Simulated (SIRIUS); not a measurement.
## Moving the dispersion correction in In

It takes space group I4/mmm (No. 139, tetragonal). Conventional cell: a = 3.251 Å, b = 3.251 Å, c = 4.947 Å, α = 90.00°, β = 90.00°, γ = 90.00°. In (site symmetry 4/mmm) has 12 In at 3.25 to 3.38 Å as nearest neighbours.

Kept alike: task equation of state; functional PBE; k mesh 11 × 11 × 11; occupations fermi-dirac, width 0.05 eV; no spin polarisation. Program: SIRIUS, all-electron FP-LAPW, apw+lo standard, cutoff 149 eV. The mesh is that of the run's cell of 1 atom. No spin-orbit coupling.

| dispersion correction | volume (Å³/atom) | bulk modulus (GPa) |
| --- | --- | --- |
| D3(zero) | 26.474 | 38.9 |
| D3(BJ) | 26.022 | 41.0 |
| D4 | 26.031 | 41.2 |
| none | 27.448 | 35.5 |

For a metal such a mesh leaves the last digits unconverged. Volume and modulus come from cells scaled at fixed shape and fractions; off cubic symmetry such a modulus can lie above the relaxed one.

What does the dispersion correction change here?

The volume runs from 26.022 (D3(BJ)) to 27.448 Å³/atom (none). Against no correction: D3(zero) -3.5 %; D3(BJ) -5.2 %; D4 -5.2 %. Dispersion terms mostly attract and so lower the volume; the schemes' coefficients and damping set how far. The bulk modulus runs from 35.5 (none) to 41.2 GPa (D4).
